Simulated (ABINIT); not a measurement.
The system is PtS2.

```
Pt S
1.0
     3.54320    0.00000    0.00000
    -1.77160    3.06850    0.00000
     0.00000    0.00000    5.03880
Pt S
1 2
Direct
  0.00000 0.00000 0.00000
  0.66667 0.33333 0.77300
  0.33333 0.66667 0.22700
```

Base run:

```yaml
Program: ABINIT 10.8.3 (patched build)
Functional: HCTH407
Potentials_or_basis: JTH PAW PBE v2.0
Cutoff: 544 eV
k_mesh: 9 × 9 × 5
Occupations: fermi-dirac, width 0.05 eV
Spin: no spin polarisation
```

Its results: band gap on the k mesh 1.09 eV, indirect (least direct gap 1.16 eV); pressure 9.2 GPa; largest force 0.591 eV/Å.

Problem. After a change of settings the same cell gave: band gap on the k mesh 0.92 eV, indirect (least direct gap 0.95 eV); pressure 7.3 GPa; largest force 1.082 eV/Å. Which change was it?
A. functional from HCTH407 to RPBE
B. functional from HCTH407 to PBEsol
C. functional from HCTH407 to PBE; k mesh from 9 × 9 × 5 to 4 × 4 × 2
D. functional from HCTH407 to PBE; k mesh from 9 × 9 × 5 to 7 × 7 × 4

Solution. B.

Caveats: the PAW data sets were made with another functional, which shifts forces and pressure a little; spin-orbit coupling is left out, which moves the levels of the heavy elements.

Not every run made on this cell is shown here.
